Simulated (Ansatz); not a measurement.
Computed against measured: atomisation enthalpy at 298 K

8 molecules of light elements (H to F); the atomisation enthalpy at 298 K in kJ/mol, computed less measured. Shapes, held fixed at every level: PBE0-D4/def2-TZVP. Flexible molecules stand in one conformer, not always the lowest. Thermal terms are harmonic and unscaled (B3LYP/6-31G*, PBE0-D4/def2-TZVP); the spin-orbit lowering of the free atoms is taken from their spectra. Programs: Ansatz 0.2.0. Measured values: Active Thermochemical Tables, CRC Handbook of Chemistry and Physics.

Levels: A = r2SCAN-D4/def2-TZVPP; B = BCCD(T)/6-31G* (spherical functions); C = CCSD(T)/6-31G* (spherical functions); D = CCSD(T)/CBS estimate.

```tsv
molecule	from tabulated heats	A	B	C	D
H2O (water)	927	-17	-152	-152	+4
CH3 (methyl radical)	1224	+15	-123	-123	-1
C3H6O2 (methyl acetate)	4370	+14	-388	-389	-12
C3H7N (cyclopropylamine)	4072	+1	-411	-411	-8
C3H8O (methoxyethane)	4360	+2	-401	-401	-2
C4H8 (SMILES C=CCC)	4612	+1	-394	-395	-10
C4H8 (SMILES C1CCC1)	4584	+4	-387	-387	-9
C4H8O (butyraldehyde)	5066	+9	-431	-432	-9
```

Task: Which level does best on this set, which worst, and which err to one side?

Result: 
| level | kind | mean error | mean absolute error | worst case |
| --- | --- | --- | --- | --- |
| r2SCAN-D4/def2-TZVPP | meta-GGA | +3.6 | 7.9 | H2O |
| BCCD(T)/6-31G* (spherical functions) | coupled cluster or CI | -335.9 | 335.9 | C4H8O |
| CCSD(T)/6-31G* (spherical functions) | coupled cluster or CI | -336.2 | 336.2 | C4H8O |
| CCSD(T)/CBS estimate | coupled cluster or CI | -5.9 | 6.9 | C3H6O2 |

On this set CCSD(T)/CBS estimate has the smallest mean absolute error and CCSD(T)/6-31G* (spherical functions) the largest. r2SCAN-D4/def2-TZVPP is too high in 7 of 8; BCCD(T)/6-31G* (spherical functions) is too low in 8 of 8; CCSD(T)/6-31G* (spherical functions) is too low in 8 of 8; CCSD(T)/CBS estimate is too low in 7 of 8. The smallest two are near a tie. The largest two are near a tie. Correlated wave functions converge slowly with the basis. Open shells run unrestricted. The CBS estimate extrapolates MP2 from def2-TZVPP and def2-QZVPP and adds CCSD(T) − MP2 in the triple-zeta set, cores frozen. The set is small.
